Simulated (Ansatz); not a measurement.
## Ga2O3 (C2/m): gap against strain (isotropic on every length)

Ga2O3 (C2/m) from a database of computed structures, relaxed with r2SCAN in Ansatz 0.2.0, then strained (isotropic on every length; changes of length per length, axes as in the cell below) with the atoms relaxed again within the symmetry that is left. It is monoclinic, C2/m (No. 12); a = 12.255 Å, b = 3.039 Å, c = 5.808 Å, β = 103.8° in the conventional setting, 10.50 Å³ an atom. Ga has 6 O at 1.94–2.08 Å; Ga has 4 O at 1.83–1.87 Å; O has 3 Ga at 1.84–1.94 Å; O has 4 Ga at 1.87–2.08 Å; O has 3 Ga at 1.83–1.94 Å. Calculated for a static, non-magnetic cell.

```
CELL_PARAMETERS angstrom
6.12741 -1.51956 -0.00261
6.12741 1.51956 -0.00261
-1.38364 0.00000 5.64108
ATOMIC_POSITIONS crystal
Ga 0.34126 0.34126 0.68555
Ga 0.65874 0.65874 0.31445
Ga 0.90949 0.90949 0.20523
Ga 0.09051 0.09051 0.79477
O 0.50370 0.50370 0.74375
O 0.49630 0.49630 0.25625
O 0.82666 0.82666 0.43647
O 0.17334 0.17334 0.56353
O 0.16421 0.16421 0.10913
O 0.83579 0.83579 0.89087
```

Gaps are the least over each mesh (PBE 8×8×4, r2SCAN 8×8×4, HSE06 6×6×4 when unstrained) and the special points, which keep their unstrained names; stress is the change from the unstrained cell, compression positive.

| strain (%) | gap, PBE (eV) | gap, r2SCAN (eV) | gap, HSE06 (eV) | edges, HSE06 | mean stress, r2SCAN (GPa) | energy rise, r2SCAN (meV/atom) |
| --- | --- | --- | --- | --- | --- | --- |
| -3.0 | 3.080 | 3.761 | 4.932 | (0.438, -0.438, -1/2) → Γ | +20.06 | 53.3 |
| -2.0 | 2.842 | 3.515 | 4.682 | (0.443, -0.443, -1/2) → Γ | +12.52 | 23.0 |
| -1.0 | 2.604 | 3.268 | 4.430 | (0.448, -0.448, -1/2) → Γ | +5.87 | 5.6 |
| 0.0 | 2.367 | 3.023 | 4.180 | (0.448, -0.458, -1/2) → Γ | 0.00 | 0.0 |
| +1.0 | 2.135 | 2.781 | 3.932 | (0.448, -0.458, -1/2) → Γ | -5.18 | 5.3 |
| +2.0 | 1.910 | 2.547 | 3.690 | (0.448, -0.458, -1/2) → Γ | -9.71 | 20.4 |
| +3.0 | 1.694 | 2.321 | 3.448 | Γ | -13.67 | 44.7 |

Between zero and the nearest strains the slope of the HSE06 gap against strain is -0.251 eV per percent for negative and -0.248 for positive strain.

Where an edge lies off the special points, it is a point of the mesh or the k point where a search put PBE's edge or least direct gap, reused for the other functionals, whose own edges may lie a little apart.

Coordinates of k points refer to the reciprocal vectors of the primitive cell of the runs.

The meshes of the hybrids are coarse, so their gaps aren't converged to the digits shown.
